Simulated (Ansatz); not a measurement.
An O vacancy in corundum Al2O3, 119 atoms, charge +2

All numbers come from Ansatz (PAW, plane waves, no spin–orbit coupling) at the single k point (¼, ¼, ¼) without its symmetry partners. The atoms were relaxed with PBEsol in a fixed cell; other functionals are single points on those atoms unless said otherwise. The valence top and gap of the host come from its small cell on a dense mesh, with the band extrema sought between the mesh points, lined up by the mean potential, PBEsol gap 6.03 eV, HSE06 gap 7.99 eV. The charge correction uses an assumed dielectric constant of 10.

Cell: a = 9.548 Å, b = 9.548 Å, c = 13.014 Å, α = 90.00°, β = 90.00°, γ = 120.00°.

Nearest atoms after relaxation, from the placed atom (for vacancies from the middle of the vacant sites): Al at 2.15 Å, Al at 2.15 Å, Al at 2.16 Å, Al at 2.16 Å, O at 2.42 Å, O at 2.42 Å, O at 2.56 Å, O at 2.56 Å.

Chemical potentials μ are those of reference phases of the elements at zero temperature by the same functional (the usual solids, diamond for C, grey Sn, and the molecules H2, N2, O2, F2, Cl2, Br2 and S8).

```csv
functional,E(defect) − E(host) − Σ nμ + q·E_VBM (eV),monopole (eV),alignment (eV),formation energy at E_F = VBM (eV),moment (μB),"wall time, shared host"
PBEsol,1.19,0.77,-0.28,1.68,0 (no spin),44 s on NVIDIA H100 (relaxation)
```

Question: Estimate the formation energy and moment that HSE06 gives on these atoms.

Answer: -0.48 eV at E_F = VBM (-0.99 eV before the monopole term 0.77 eV and the alignment -0.26 eV), moment 0 (no spin).

HSE06 one-electron levels near the gap (the ten most localised at most), from the host's valence top, not corrected for the charge's images:

```tsv
level (eV)	spin	filling	atoms sharing it	element of the atom with most weight
-0.29	both	2.00	47.7	spread
-0.29	both	2.00	57.2	spread
-0.26	both	2.00	51.6	spread
-0.22	both	2.00	44.1	spread
-0.19	both	2.00	53.9	spread
-0.15	both	2.00	55.1	spread
-0.09	both	2.00	52.1	spread
-0.08	both	2.00	57.5	spread
0.02	both	2.00	50.8	spread
5.33	both	0.00	10.9	Al
```

All elements are taken at their own reference at once; growth conditions in equilibrium with the host shift these energies, by up to the host's formation enthalpy.

One k point and a cell of this size can leave errors of several tenths of an eV in such numbers.
